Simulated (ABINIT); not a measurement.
The system is ZnS.

```
Zn S
1.0
     0.00000    2.70200    2.70200
     2.70200    0.00000    2.70200
     2.70200    2.70200    0.00000
Zn S
1 1
Cartesian
  4.0530 4.0530 4.0530
  0.0000 0.0000 0.0000
```

* Program: ABINIT 10.8.3 (patched build)
* Task: relaxation of cell and atoms
* Functional: PBEsol
* Potentials or basis: PseudoDojo NC SR PBEsol v0.4.1 standard
* Cutoff: 1143 eV
* k mesh: 7 × 7 × 7
* Occupations: fermi-dirac, width 0.05 eV
* Spin: no spin polarisation

At the start: pressure -2.0 GPa; volume 19.73 Å³/atom.

Q: Where does the relaxation end?

A: Over 4 steps the energy falls by 3.4 meV/atom and the volume is 19.20 Å³/atom (-2.7 %); space group F-43m (No. 216, to 0.05 Å).

Step by step:
```tsv
step	energy change (eV)	largest force (eV/Å)	pressure (GPa)	volume (Å³)
1	0.0000	0.0000	-2.02	39.45
2	-0.0027	0.0000	-1.58	39.21
3	-0.0068	0.0000	0.07	38.36
4	-0.0068	0.0000	0.00	38.40
```

Final structure:
```xyz
2
Lattice="0.0000 2.6776 2.6776 2.6776 0.0000 2.6776 2.6776 2.6776 0.0000" Properties=species:S:1:pos:R:3 pbc="T T T"
Zn    4.0165    4.0165    4.0165
S     0.0000    0.0000    0.0000
```
